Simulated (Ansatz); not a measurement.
Zincblende AlN, relaxed with r2SCAN: space group F-43m (No. 216), cubic; conventional cell a = 4.370 Å, 10.43 Å³ an atom. Around Al lie 4 N at 1.89 Å; around N lie 4 Al at 1.89 Å. One-shot G0W0@PBE in the PAW code Ansatz on a 6×6×6 mesh (contour deformation, no spin-orbit coupling), from a PBE gap of 3.323 eV over the mesh points (the G0W0 gap is indirect on the mesh); the number N of bands summed and the screening cutoff rise together. Spin-unpolarised throughout; all numbers are computed.

```tsv
N	cutoff (eV)	1000/N	G0W0 gap (eV)
51	100	19.608	4.499
118	180	8.475	4.744
```

Lay a straight line in 1000/N through these rows.
The slope is -0.0220 eV per unit of 1000/N and the intercept 4.931 eV.

Predict the gap at N = 225 (260 eV).
4.931 + (-0.0220) × 4.444 = 4.833 eV; the run gives 4.854 eV, +0.021 eV from the line.

With that run's result added, what limit do the last two rows suggest?
Their slope is (4.854 − 4.744)/(4.444 − 8.475) = -0.0273, which meets 1/N = 0 at 4.98 eV, against 4.931 eV from the first line. The slope steepens, so 1/N isn't yet asymptotic and the true limit probably lies higher still; the k mesh isn't extrapolated.
